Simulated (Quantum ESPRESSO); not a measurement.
# Ca: relaxation of cell and atoms with PBEsol

The system is Ca.

```
CELL_PARAMETERS angstrom
0.00000 2.79420 2.79420
2.79420 0.00000 2.79420
2.79420 2.79420 0.00000
ATOMIC_POSITIONS crystal
Ca 0.00000 0.00000 0.00000
```

| Quantity | Value |
| --- | --- |
| Program | Quantum ESPRESSO 7.5 |
| Task | relaxation of cell and atoms |
| Functional | PBEsol |
| Potentials or basis | SSSP 1.3 efficiency PBE |
| Cutoff | 857 eV |
| Density cutoff | 6884 eV |
| k mesh | 8 × 8 × 8 |
| Occupations | fermi-dirac, width 0.05 eV |
| Spin | no spin polarisation |
| Target pressure | 20 GPa |
| Mixing beta | 0.5 |
| Most SCF iterations | 120 |
| SCF threshold | 2e-10 Ry |
| Most ionic steps | 40 |
| Forc conv thr | 0.0004 Ry/bohr |
| Etot conv thr | 1e-05 Ry |
| Ion dynamics | bfgs |
| Cell dynamics | bfgs |
| Press conv thr | 0.3 kbar |

```yaml
Relaxed_volume: 24.43 Å³/atom
Relaxed_cell: a = 3.257 Å, b = 3.257 Å, c = 3.257 Å, α = 60.00°, β = 60.00°, γ = 60.00°
Space_group_after_relaxing_to_0.05_Å: Fm-3m (No. 225)
Energy_change_on_relaxing_the_enthalpy_is_what_falls: +693.8 meV/atom
Ionic_steps: 6
Pressure_after_relaxing: 20.0 GPa
Band_gap_on_the_k_mesh: none (metal or under the smearing width)
```

The path:
```
step  energy change (eV)  largest force (eV/Å)  pressure (GPa)  volume (Å³)
   1              0.0000                0.0000           -1.15        43.63
   2             -0.0083                0.0000            0.70        39.09
   3              0.0956                0.0000            5.17        32.89
   4              0.6397                0.0000           18.79        24.88
   5              0.7036                0.0000           20.22        24.36
   6              0.6938                0.0000           20.00        24.43
```

Final structure:
```xyz
1
Lattice="0.0000 2.3032 2.3032 2.3032 0.0000 2.3032 2.3032 2.3032 0.0000" Properties=species:S:1:pos:R:3 pbc="T T T"
Ca    0.0000    0.0000    0.0000
```

Levels at points of the mesh, in eV from the Fermi level:
```
             k point  band 1  band 2  band 3  band 4  band 5  band 6  band 7  band 8  band 9  band 10
  (0.00, 0.00, 0.00)  -40.79  -21.43  -21.43  -21.43   -4.74    3.00    3.00    3.00    5.00     5.00
 (0.00, 0.00, -0.50)  -40.64  -22.31  -21.54  -21.54   -1.29    0.98    2.77    2.77    6.31     6.31
(0.00, -0.50, -0.50)  -40.59  -22.24  -21.73  -21.73   -1.27   -0.02    2.84    6.32    6.67     6.67
```

Wall time 70 s on 1 thread of Arm Neoverse V2 (shared host), peak memory 0.24 GiB.

Caveat: the potentials were made for another functional, which shifts forces and pressure; the volume moved by over 15 % at a fixed basis, so the end points are rough.
